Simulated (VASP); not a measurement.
**CdF2: F into a neighbouring F vacancy**

Wanted: the minimum-energy path in CdF2 for this move: F into a neighbouring F vacancy. The start is a cell from a database of measured crystal structures.

Calculated with VASP 6.6.1; PBEsol; plane waves and PAW (Cd, F).

Most raw output is cut from this account.

### Step 1. The host crystal

It takes space group Fm-3m (No. 225, cubic). The conventional cell has a = 5.388 Å, b = 5.388 Å, c = 5.388 Å, α = 90.00°, β = 90.00°, γ = 90.00°. Nearest to Cd lie 8 F at 2.33 Å. Nearest to F lie 4 Cd at 2.33 Å. Farther neighbours and most contacts between anions are not listed.

As a file:

```cif
data_structure
_symmetry_space_group_name_H-M 'Fm-3m'
_symmetry_Int_Tables_number 225
_cell_length_a 5.3880
_cell_length_b 5.3880
_cell_length_c 5.3880
_cell_angle_alpha 90.000
_cell_angle_beta 90.000
_cell_angle_gamma 90.000
_cell_volume 156.42
loop_
_atom_site_label
_atom_site_type_symbol
_atom_site_symmetry_multiplicity
_atom_site_Wyckoff_symbol
_atom_site_fract_x
_atom_site_fract_y
_atom_site_fract_z
_atom_site_occupancy
Cd1 Cd 4 a 0.00000 0.00000 0.00000 1
F1 F 8 c 0.25000 0.25000 0.75000 1
```

### Step 2. Relax the host

The later steps need the crystal at this functional's own lattice; a raised cutoff keeps the stress reliable while the cell changes.

Input file INCAR:

```
SYSTEM = CdF2
PREC = Accurate
ENCUT = 520
EDIFF = 1E-06
NELM = 120
ISMEAR = 0
SIGMA = 0.1
LREAL = .FALSE.
ALGO = Normal
GGA = PS
NBANDS = 19
LORBIT = 11
LWAVE = .FALSE.
LCHARG = .FALSE.
KPAR = 6
IBRION = 2
NSW = 40
ISIF = 3
EDIFFG = -0.02
POTIM = 0.4
```

Input file POSCAR:

```
CdF2
1.0
    0.0000000000      2.6940000000      2.6940000000
    2.6940000000      0.0000000000      2.6940000000
    2.6940000000      2.6940000000      0.0000000000
Cd F
1 2
Direct
    0.0000000000      0.0000000000      0.0000000000
    0.7500000000      0.7500000000      0.7500000000
    0.2500000000      0.2500000000      0.2500000000
```

Input file KPOINTS:

```
Automatic mesh
0
Gamma
6 6 6
0 0 0
```

Potentials, in the order of the species: Cd and F (PBE family, release 64).

On the command line:

```
$ mpirun -np 6 vasp_std
```

Run time: 17 s. Hardware: 6 MPI ranks of AMD EPYC 7R13 (Zen 3), shared host; peak memory 0.79 GiB; 82 s of CPU time.

The gap is read on the k-mesh alone, so it is an upper bound where the band edges lie off the mesh. The PAW data sets were made with PBE, which is usual practice but a small mismatch for other functionals. The run keeps the 48 symmetry operations of its start, so it cannot find a distortion of lower symmetry.

Relaxation path:

```tsv
step	energy less that of the first step (eV)	largest force (eV/Å)	pressure (GPa)	volume (Å³)
1	0.0000	0.0000	0.54	39.10
2	-0.0003	0.0000	-0.07	39.30
```

```tsv
conventional cell, symmetrised	before	after	change
a (Å)	5.388	5.397	+0.2 %
b (Å)	5.388	5.397	+0.2 %
c (Å)	5.388	5.397	+0.2 %
volume (Å³/atom)	13.03	13.10	+0.5 %
```

Final coordinates:

```
Cd F
1.0
     0.00000    2.69853    2.69853
     2.69853    0.00000    2.69853
     2.69853    2.69853    0.00000
Cd F
1 2
Direct
  0.00000 0.00000 0.00000
  0.75000 0.75000 0.75000
  0.25000 0.25000 0.25000
```

This step gave:

```
electronic cycles                               : 21
electrons                                       : 26
free energy (TOTEN)                             : -11.59 eV
Fermi energy                                    : -0.9653 eV
labelled metallic, from the levels on this mesh : no
gap on the k-mesh                               : 2.906 eV
least direct gap on the k-mesh                  : 3.383 eV
```

The run ended after 2 ionic steps, 0.000 eV below its first step, once forces and stress met EDIFFG = -0.02.

### Step 3. Relax the start

System of this step: Cd12F23. The cell holds 35 atoms: 12 Cd and 23 F. Cell: a = 7.633 Å, b = 7.633 Å, c = 11.449 Å, α = 60.0°, β = 60.0°, γ = 60.0°. It derives from CdF2. Nearest the centre at fractional (0.250, 0.250, 0.333): F25 at 1.34 Å, Cd5 at 1.90 Å, Cd8 at 1.93 Å, F18 at 3.01 Å, F28 at 3.01 Å, F15 at 3.02 Å, F31 at 3.02 Å, F30 at 3.02 Å. The cell carries charge +1.

A path needs two true minima; the start is relaxed with symmetry off.

This cell carries charge +1, set by NELECT and balanced by a uniform background.

Input file INCAR:

```
SYSTEM = Cd12F23
PREC = Normal
ENCUT = 400
EDIFF = 1E-05
NELM = 120
ISMEAR = 0
SIGMA = 0.05
LREAL = Auto
ALGO = Fast
GGA = PS
NELECT = 304
LORBIT = 11
LWAVE = .FALSE.
LCHARG = .FALSE.
NCORE = 6
IBRION = 2
NSW = 60
ISIF = 2
EDIFFG = -0.05
POTIM = 0.4
MAXMIX = 40
ISYM = 0
```

Input file POSCAR:

```
Cd12F23
1.0
    0.0000000000      5.3970555238      5.3970555238
    5.3970555238      0.0000000000      5.3970555238
    8.0955832857      8.0955832857      0.0000000000
Cd F
12 23
Direct
    0.0014942797     -0.0002697709      0.0010336071
    0.0049191409     -0.0032649998      0.3322905722
    0.0027471345     -0.0013961297      0.6662708860
    0.0005206593      0.5015053083     -0.0002768896
    0.0001693976      0.4980440011      0.3328179353
   -0.0015778620      0.5004940979      0.6678167075
    0.5009873132     -0.0009571405     -0.0012935978
    0.5047736975     -0.0010430547      0.3333478308
    0.5011995006     -0.0018471578      0.6612002247
    0.5015807793      0.4992245559     -0.0005260515
    0.4933158655      0.5052848345      0.3350421947
    0.4986418423      0.5038152878      0.6691697738
    0.3732090159      0.3774115623      0.5804557812
    0.3712579729      0.3762101774      0.9161291992
    0.3732009118      0.8764349268      0.2488653994
    0.3739509308      0.8741728918      0.5841206279
    0.3761455639      0.8750434115      0.9181045702
    0.8769426194      0.3711991821      0.2505124548
    0.8730795439      0.3803092195      0.5819658049
    0.8721418028      0.3766949723      0.9154871187
    0.8735853415      0.8727749401      0.2516170320
    0.8765567895      0.8717135650      0.5827885438
    0.8729159498      0.8709740987      0.9199324135
    0.1262464797      0.1226509678      0.0855278162
    0.1283657333      0.1225734697      0.4162812500
    0.1199548100      0.1245539800      0.7525106105
    0.1258143448      0.6270587915      0.0816890259
    0.1194050137      0.6261660414      0.4163676724
    0.1234356889      0.6241917457      0.7527222219
    0.6266954183      0.1250403590      0.0833038363
    0.6236759727      0.1259726197      0.4181829949
    0.6232652329      0.1183937216      0.7537647059
    0.6226770787      0.6220409710      0.0849634737
    0.6247745996      0.6284213830      0.4152079550
    0.6287309028      0.6257857957      0.7491658631
```

Input file KPOINTS:

```
Automatic mesh
0
Gamma
2 2 1
0 0 0
```

On the command line:

```
$ mpirun -np 6 vasp_std
```

Wall time 20 min (6 MPI ranks); peak memory 0.86 GiB.

The steps of the relaxation:

```tsv
step	energy less that of the first step (eV)	largest force (eV/Å)
1	0.0000	1.1424
2	-0.4120	0.7816
3	-0.6586	0.4704
4	-0.7858	0.3018
5	-0.8807	0.3393
6	-0.9277	0.2365
7	-0.9410	0.2303
8	-0.9653	0.1583
9	-0.9713	0.1567
10	-0.9829	0.0922
11	-0.9838	0.0999
12	-0.9881	0.0532
13	-0.9883	0.0507
14	-0.9898	0.0286
```

The atoms that moved most (Å):

```tsv
atom	dx	dy	dz	length
F27	-0.013	0.253	-0.011	0.254
F30	0.245	-0.022	-0.004	0.246
F28	-0.229	0.047	0.018	0.234
F25	0.013	-0.020	0.233	0.234
F31	-0.003	-0.229	-0.005	0.229
F33	-0.006	-0.009	-0.219	0.220
F23	0.129	0.117	-0.107	0.204
F22	-0.078	-0.103	0.119	0.176
```

Final coordinates:

```xyz
35
Lattice="0.0000 5.3971 5.3971 5.3971 0.0000 5.3971 8.0956 8.0956 0.0000" Properties=species:S:1:pos:R:3 pbc="T T T"
Cd    0.0146    0.0141   -0.0069
Cd    2.6646    2.6641    0.0395
Cd    5.3927    5.3919    0.0159
Cd    2.7045    0.0046    2.6731
Cd    5.4567    2.6524    2.6401
Cd    8.0631    5.3928    2.7138
Cd    0.0037    2.7046    2.6712
Cd    2.6531    5.4570    2.6391
Cd    5.3939    8.0632    2.7141
Cd    2.6056    2.6058    5.4960
Cd    5.4554    5.4561    5.4440
Cd    8.1182    8.1174    5.3597
F     6.7809    6.7802    4.0244
F     9.4150    9.4168    4.0408
F     6.7378    4.0537    6.7474
F     9.4532    6.7534    6.7242
F    12.1441    9.4201    6.7643
F     4.0540    6.7381    6.7474
F     6.7547    9.4525    6.7239
F     9.4207   12.1440    6.7666
F     6.7451    6.7453    9.4370
F     9.3449    9.3460    9.5547
F    12.2766   12.2758    9.3045
F     1.3517    1.3510    1.3487
F     4.0444    4.0432    1.5869
F     6.7441    6.7454    1.2856
F     4.0326    1.5935    4.0521
F     6.5215    4.0624    4.0419
F     9.5120    6.6891    4.0366
F     1.5941    4.0349    4.0533
F     4.0622    6.5227    4.0414
F     6.6886    9.5113    4.0350
F     4.0394    4.0392    6.4985
F     6.7842    6.7838    6.7019
F     9.4106    9.4089    6.8403
```

A gap read on the k-mesh alone can miss the band edges.

This step gave:

```yaml
electronic_cycles: 106
electrons: 304
free_energy_toten: -135.4969 eV
fermi_energy: -1.382 eV
gap_on_the_k_mesh: 2.768 eV
least_direct_gap_on_the_k_mesh: 2.812 eV
```

The run ended after 14 ionic steps, 0.990 eV below its first step, once the forces on the free atoms met EDIFFG = -0.05.

### Step 4. Relax the end

The end state is relaxed in the same way, so that both ends share their errors.

This cell carries charge +1, set by NELECT and balanced by a uniform background.

INCAR is that of step 3.

Input file POSCAR:

```
Cd12F23
1.0
    0.0000000000      5.3970555238      5.3970555238
    5.3970555238      0.0000000000      5.3970555238
    8.0955832857      8.0955832857      0.0000000000
Cd F
12 23
Direct
   -0.0051379300     -0.0004737174      0.0012618326
   -0.0047308041      0.0021791723      0.3362122573
    0.0009569548      0.0022008495      0.6655558184
   -0.0013614059      0.4987133704      0.0009415720
   -0.0015518562      0.5040194589      0.3318137540
   -0.0102182621      0.5010790964      0.6697121307
    0.5017233364     -0.0054324879      0.0051456470
    0.5018509039     -0.0049663863      0.3335544351
    0.5012783083      0.0006931447      0.6649544429
    0.5009387562      0.4984070602      0.0000606673
    0.4992115056      0.4972665753      0.3330688710
    0.4958805768      0.5000694580      0.6666364566
    0.3721020345      0.3776982194      0.5851339196
    0.3728489590      0.3763041520      0.9170609740
    0.3725875186      0.8731164473      0.2523060245
    0.3704051677      0.8756812948      0.5849378954
    0.3789599926      0.8770703336      0.9130618361
    0.8735136107      0.3685642016      0.2513863910
    0.8762311714      0.3728918196      0.5847349158
    0.8778923507      0.3747022187      0.9153103770
    0.8778126147      0.8729625023      0.2529978865
    0.8757299024      0.8740014380      0.5825355023
    0.8750652221      0.8755794477      0.9165490021
    0.1285681303      0.1193020444      0.0830041639
    0.3807961899      0.3740854572      0.2477114267
    0.1226578171      0.1238876315      0.7519595966
    0.1191994234      0.6265786646      0.0893750482
    0.1237250197      0.6205135753      0.4177315343
    0.1261090652      0.6284351556      0.7481264948
    0.6182708910      0.1318836473      0.0811212217
    0.6303644276      0.1202585264      0.4158317233
    0.6253981802      0.1313774782      0.7471031741
    0.6199749835      0.6314065665      0.0840528456
    0.6238588139      0.6214510844      0.4173692283
    0.6191960782      0.6297067168      0.7514749398
```

KPOINTS is that of step 3.

On the command line:

```
$ mpirun -np 6 vasp_std
```

Wall time 13 min (6 MPI ranks); peak memory 0.87 GiB; 73 min of CPU time.

The steps of the relaxation:

```tsv
step	energy less that of the first step (eV)	largest force (eV/Å)
1	0.0000	1.2799
2	-0.4380	0.8065
3	-0.6781	0.5136
4	-0.8149	0.3441
5	-0.9389	0.4155
6	-0.9952	0.2674
7	-1.0088	0.2412
8	-1.0344	0.1632
9	-1.0401	0.1700
10	-1.0518	0.1014
11	-1.0539	0.1187
12	-1.0581	0.0530
13	-1.0581	0.0516
14	-1.0599	0.0326
```

The atoms that moved most (Å):

```tsv
atom	dx	dy	dz	length
F25	0.029	-0.010	-0.268	0.270
F35	-0.166	-0.115	0.134	0.243
F19	-0.242	-0.007	-0.010	0.242
F22	0.022	0.008	0.235	0.236
F16	-0.002	-0.235	0.004	0.235
F18	0.010	0.219	0.042	0.223
F15	0.219	-0.021	0.021	0.221
F33	0.066	0.118	-0.125	0.184
```

Final coordinates:

```
Cd F
1.0
     0.00000    5.39706    5.39706
     5.39706    0.00000    5.39706
     8.09558    8.09558    0.00000
Cd F
12 23
Cartesian
  -0.0186 -0.0236 0.0304
  2.6425 2.6377 -0.0553
  5.4924 5.4858 -0.1079
  2.7066 0.0305 2.6740
  5.4448 2.6390 2.7508
  8.0964 5.3919 2.7135
  0.0363 2.7012 2.6743
  2.6415 5.4426 2.7510
  5.3953 8.0920 2.7164
  2.7089 2.7039 5.3720
  5.4362 5.4289 5.3492
  8.0861 8.0799 5.3928
  6.7457 6.7410 4.0386
  9.4523 9.4460 4.1009
  6.9741 4.0324 6.7440
  9.4594 6.4993 6.7297
  12.0790 9.5003 6.7498
  4.0341 6.9682 6.7451
  6.5046 9.4563 6.7316
  9.5064 12.0768 6.7483
  6.7113 6.7079 9.4807
  9.4546 9.4499 9.6783
  12.1798 12.1750 9.3439
  1.3170 1.3125 1.3642
  4.0536 4.0506 3.8063
  6.7773 6.7728 1.3461
  4.0444 1.3393 4.0616
  6.7577 4.0404 4.0373
  9.4465 6.7680 4.0170
  1.3433 4.0382 4.0607
  4.0454 6.7533 4.0392
  6.7750 9.4425 4.0196
  4.1545 4.1448 6.6290
  6.7500 6.7466 6.7458
  9.3160 9.3104 6.8747
```

This step gave:

- free energy (TOTEN): -135.4959 eV
- Fermi energy: -1.381 eV
- gap on the k-mesh: 2.769 eV
- least direct gap on the k-mesh: 2.813 eV

The run ended after 14 ionic steps, 1.060 eV below its first step, once the forces on the free atoms met EDIFFG = -0.05.

[end of part 1 of 2]

[Lines on the potential files, build, host, timing and source positions are cut from VASP's logs without a mark.]

[Logs are printed without paths, hosts, clocks, repeated set-up lines and the standing remarks that a program may print on its own settings, such as how far it seeks lower states.]

[Hosts, paths, dates, database ids (printed as entryN), source tags and the programs' standing remarks are cut or masked in the printed files.]

[Runs that stopped without an error message from VASP are left out.]
